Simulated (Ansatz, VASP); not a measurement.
# One calculation of BN, two programs

```
B N
1.0
     0.00000    3.49532    2.16609
     1.25163    0.00000    2.16609
     1.25163    3.49532    0.00000
B N
1 1
Cartesian
  1.2516 3.4953 0.0002
  1.2516 3.4953 2.8881
```

Measurements of this composition are mostly on another form, of space group No. 194.

Alike in both runs: task single point; functional r2SCAN; k mesh 12 × 12 × 12; occupations gaussian, width 0.05 eV; no spin polarisation.

|  | VASP | Ansatz |
| --- | --- | --- |
| version | VASP 6.6.1 | Ansatz 0.2.0 |
| potentials or method | VASP PAW PBE potentials, release 64 (B, N) | scalar-relativistic, plane waves, PAW |
| plane-wave cutoff (eV) | 520 | 500 |
| valence electrons in the cell | 8 | 8 |

```csv
,VASP,Ansatz,Ansatz less VASP
gap on the k mesh at the Fermi level (eV),4.35,4.33,-0.029
least direct gap on the mesh (eV),5.23,5.17,-0.058
pressure (GPa),-0.1,-0.5,-0.38
largest component of the traceless stress (GPa),0.23,0.41,+0.179
rms of the force components (eV/Å),0.005,0.005,-0.0002
```

Atom by atom the forces differ by 0.000 eV/Å (rms over components). With one functional, cell and mesh, what is left measures potentials, basis and numerics.

Caveats: the PAW data sets were made with another functional, which shifts forces and pressure a little (VASP). A k mesh can miss the band edges. r2SCAN opens gaps a little over a GGA but as a rule still falls short of measured ones.
